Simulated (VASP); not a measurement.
# Results of a VASP single-point calculation on SrO (strained rocksalt)

POSCAR

```
Sr O
 1.0000000000000000
     0.0284220199000000    2.5825154230999998    2.5825154230999998
     2.5825154230999998    0.0284220199000000    2.5825154230999998
     2.5825154230999998    2.5825154230999998    0.0284220199000000
 Sr  O
   1   1
Cartesian
  0.0000000000000000  0.0000000000000000  0.0000000000000000
  2.5967264330499997  2.5967264330499997  2.5967264330499997
```

| Quantity | Value |
| --- | --- |
| gap between bands v and c | 3.25 eV |
| least direct gap | 3.33 eV |

Band v is the last that the valence electrons fill when counted band by band, and c is the next. Levels in eV from the top of v:

| point | v−1 | v | c | c+1 |
| --- | --- | --- | --- | --- |
| Γ | 0.00 | 0.00 | 3.99 | 6.07 |
| X | -0.11 | -0.09 | 3.25 | 7.81 |
| K | -0.57 | -0.49 | 4.74 | 7.95 |
| L | -1.11 | -1.11 | 6.51 | 8.45 |
| W | -0.46 | -0.44 | 5.99 | 6.04 |

Q: Which of these levels of theory gave these results?
A. PBE with spin–orbit coupling
B. LDA
C. PBE0
D. HSE06
E. PBEsol
F. PBE
G. r²SCAN

A: F.

The INCAR was:

```
ISIF = 2
PREC = Accurate
NBANDS = 15
LASPH = .TRUE.
ENCUT = 520
IBRION = -1
LREAL = .FALSE.
GGA = PE
EDIFF = 1E-7
LCHARG = .FALSE.
LWAVE = .FALSE.
NELM = 120
NSW = 0
ISMEAR = -1
SIGMA = 0.02
```
